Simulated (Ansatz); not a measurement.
Crystal: Sb.

```xyz
2
Lattice="2.1542 1.2437 3.7580 -2.1542 1.2437 3.7580 0.0000 -2.4875 3.7580" Properties=species:S:1:pos:R:3 pbc="T T T"
Sb    0.0000    0.0000    8.6416
Sb    0.0000    0.0000    2.6324
```

Program: Ansatz 0.2.0. Alike in all runs: task band structure; potentials or basis Ansatz PAW; no spin polarisation; cell as given; k mesh 4 × 4 × 4; cutoff (eV) 420; smearing fermi-dirac 0.05 eV; the mesh is coarse, so values aren't converged.

Problem. Order these runs on this cell by their pressure, lowest first.
A. level revPBE; points for each segment of the path 14
B. level HSE06; points for each segment of the path 4
C. level BLYP; points for each segment of the path 14
D. level LDA; points for each segment of the path 14

Solution. D (-1.2 GPa), B (0.8 GPa), A (3.7 GPa), C (6.8 GPa).

Caveats: all runs use coarse meshes; the PAW data sets come from PBE, with cores solved anew for the run's functional, which leaves a small shift of forces and pressure; the thresholds are loose for stress (some runs).
